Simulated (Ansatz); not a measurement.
# S: from a trial structure to a relaxed crystal

The calculation used DFT PBEsol, scalar-relativistic, plane waves, PAW (Ansatz 0.2.0). Cutoff 420 eV, Γ-centred k mesh, Gaussian smearing, no spin polarisation in the final step.

The start puts S on the iodine structure type (Cmce, No. 64), at a guessed volume.

```xyz
4
Lattice="3.1951 -2.1117 0.0000 3.1951 2.1117 0.0000 0.0000 0.0000 8.6142" Properties=species:S:1:pos:R:3 pbc="T T T"
S     3.1951   -1.4782    1.0079
S     3.1951   -0.6335    5.3150
S     3.1951    1.4782    7.6064
S     3.1951    0.6335    3.2993
```

Cell and atoms relax at zero pressure; the relaxation can't lower the symmetry of the start. After a coarse first stage the cell is made exact in the group found at 0.06 Å.

Energies count from the standard state of S at the same level.

Question: Describe the relaxed structure.

Answer: It ends in I4/mmm (No. 139). Conventional cell: a = 3.001 Å, c = 9.440 Å. Around S lie 1 S at 1.89 Å.

```xyz
2
Lattice="-1.5006 1.5006 4.7200 1.5006 -1.5006 4.7200 1.5006 1.5006 -4.7200" Properties=species:S:1:pos:R:3 pbc="T T T"
S     0.0000    0.0000    0.9436
S     0.0000    0.0000    8.4963
```

Question: What are its volume, energy, density and gap?

Answer: The volume per atom is 21.3 Å³, the density is 2.5 g/cm³ and the energy over the standard structure is 0.15 eV/atom. The gap on the 26×26×26 mesh is 0 eV (a metal).

The final run used a 26×26×26 mesh on its 2-atom cell and 0.10 eV smearing. The k mesh leaves about 4 meV/atom of noise in metals. Weakly bound directions are ill-defined at this level, which has no dispersion term. A structure relaxed within its symmetry needn't be a true minimum. The steps took about 3 core-minutes in all.